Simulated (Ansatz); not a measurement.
Set up this calculation in Ansatz 0.2.0, as the native input.

| Property | Result |
| --- | --- |
| Task | single point |
| Functional | RPBE |
| Dispersion | D4 |
| Potentials or basis | Ansatz PAW |
| Cutoff | 420 eV (not typed: the program's choice for these potentials) |
| k mesh | 10 × 10 × 6 |
| Occupations | gaussian, width 0.05 eV |
| Spin | no spin polarisation |

The system is AlN.

```
Al N
1.0
     3.11300    0.00000    0.00000
    -1.55650    2.69594    0.00000
     0.00000    0.00000    4.98100
Al N
2 2
Cartesian
  1.5565 0.8986 2.4905
  0.0000 1.7973 0.0000
  1.5565 0.8986 4.3833
  0.0000 1.7973 1.8928
```

The input as run:

input.yaml

```yaml
crystal:
  lattice:
    - [3.113, 0.0, 0.0]
    - [-1.5565, 2.695937082, 0.0]
    - [0.0, 0.0, 4.981]
  atoms:
    - { symbol: Al, position: [0.6666666667, 0.3333333333, 0.5] }
    - { symbol: Al, position: [0.3333333333, 0.6666666667, 0.0] }
    - { symbol: "N", position: [0.6666666667, 0.3333333333, 0.88] }
    - { symbol: "N", position: [0.3333333333, 0.6666666667, 0.38] }
hamiltonian:
  xc: rpbe
  pseudopotentials: { kind: paw }
  dispersion: d4
kpoints:
  mp_grid: { grid: [10, 10, 6] }
scf:
  occupations: { method: gaussian, width: 0.05 }
output:
  forces: true
  stress: true
  eigenvalues: true
  write_density: true
  write_potential: true
  elf: true
  volumetric_format: npy
```

Potentials or basis: Ansatz PAW.

Run with:

```bash
$ ansatz run input.yaml --threads 2 --pin off --max-ram 5632MiB --backend cpu --events-out ev --progress --plain --runs-dir out
```

Results of the run:

```json
{
  "Pressure": "-3.3 GPa",
  "Largest force": "0.127 eV/Å",
  "Band gap on the k mesh": "4.25 eV, direct"
}
```

Caveat: the pressure holds a Pulay correction of +0.4 GPa for the finite cutoff; the PAW data sets come from PBE, with cores solved anew for the run's functional, which leaves a small shift of forces and pressure.

Run time: 4.3 s on 2 threads of Intel(R) Xeon(R) Processor @ 2.50GHz (Skylake/Cascade Lake), with other jobs on the host, peak memory 0.36 GiB.
